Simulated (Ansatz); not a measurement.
The system is Ga.

```
CELL_PARAMETERS angstrom
1.45000 -4.06500 0.00000
1.45000 4.06500 0.00000
0.00000 0.00000 3.17000
ATOMIC_POSITIONS crystal
Ga 0.13300 0.86700 0.75000
Ga 0.86700 0.13300 0.25000
```

This isn't the form of Ga at room conditions, which is orthorhombic.

| Quantity | Value |
| --- | --- |
| Program | Ansatz 0.2.0 |
| Task | single point |
| Functional | PBE |
| Potentials or basis | all-electron LAPW, scalar-relativistic |
| Cutoff | 257 eV (chosen from the basis error) |
| Basis error allowed | 0.001 eV/atom |
| k mesh | 10 × 10 × 8 |
| Occupations | fermi-dirac, width 0.05 eV |
| Spin | no spin polarisation |

On this cell: pressure 1.5 GPa; largest force 0.212 eV/Å; band gap on the k mesh none (metal or under the smearing width).

The same run follows on a disturbed copy (atoms moved at random, drawn with an rms of 0.05 Å):

```
CELL_PARAMETERS angstrom
1.45000 -4.06500 0.00000
1.45000 4.06500 0.00000
0.00000 0.00000 3.17000
ATOMIC_POSITIONS crystal
Ga 0.14265 0.88362 0.75216
Ga 0.86304 0.14619 0.26198
```

**Question.** What does the disturbed cell give?

**Answer.** The energy (extrapolated to zero smearing) moves by -1.7 meV/atom; pressure 1.5 GPa; largest force 0.058 eV/Å; band gap on the k mesh none (metal or under the smearing width).

Forces on the atoms (eV/Å):
```
Ga  -0.010 -0.013  0.056
Ga   0.010  0.013 -0.056
```

Stress tensor (GPa, compression positive):
```
 0.23 -0.07 -0.01
-0.07  1.68  0.00
-0.01  0.00  2.51
```
